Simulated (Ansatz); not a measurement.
## TiTe under changes of volume

One of the cells (20.463 Å³/atom); the others are scaled copies at fixed shape and fractional positions:

```
CELL_PARAMETERS angstrom
3.84200 0.00000 0.00000
-1.92100 3.32727 0.00000
0.00000 0.00000 6.40300
ATOMIC_POSITIONS crystal
Te 0.66667 0.33333 0.75000
Te 0.33333 0.66667 0.25000
Ti 0.00000 0.00000 0.50000
Ti 0.00000 0.00000 0.00000
```

```yaml
Program: Ansatz 0.2.0
Functional: PBEsol
Potentials_or_basis: Ansatz PAW
Cutoff: "420 eV (not typed: the program's choice for these potentials)"
k_mesh: 8 × 8 × 4
Occupations: fermi-dirac, width 0.05 eV
Spin: no spin polarisation
```

```tsv
volume (Å³/atom)	energy over the lowest point (meV/atom)	pressure (GPa)
19.235	60.62	11.2
19.644	35.87	8.3
20.054	18.09	5.7
20.463	?	?
20.872	0.75	1.3
21.281	0.00	-0.6
21.691	3.84	-2.3
```

Question: What does the run at 20.463 Å³/atom give?

Answer: Energy over the lowest point 6.59 meV/atom; pressure 3.4 GPa.

Worked out: A Birch-Murnaghan fit of order 3 (a polynomial in V^(-2/3)) to the other rows has its minimum at 21.14 Å³/atom with B0 = V·E''(V) = 96 GPa and B' = 4.4 at fixed shape and positions, which overstates the stiffness. It gives 6.60 meV/atom at 20.463 Å³/atom, against the run's 6.59, and -dE/dV = 3.4 GPa, against 3.4.

Energies are extrapolated to zero smearing.

Caveats: the PAW data sets come from PBE, with cores solved anew for the run's functional, which leaves a small shift of forces and pressure.
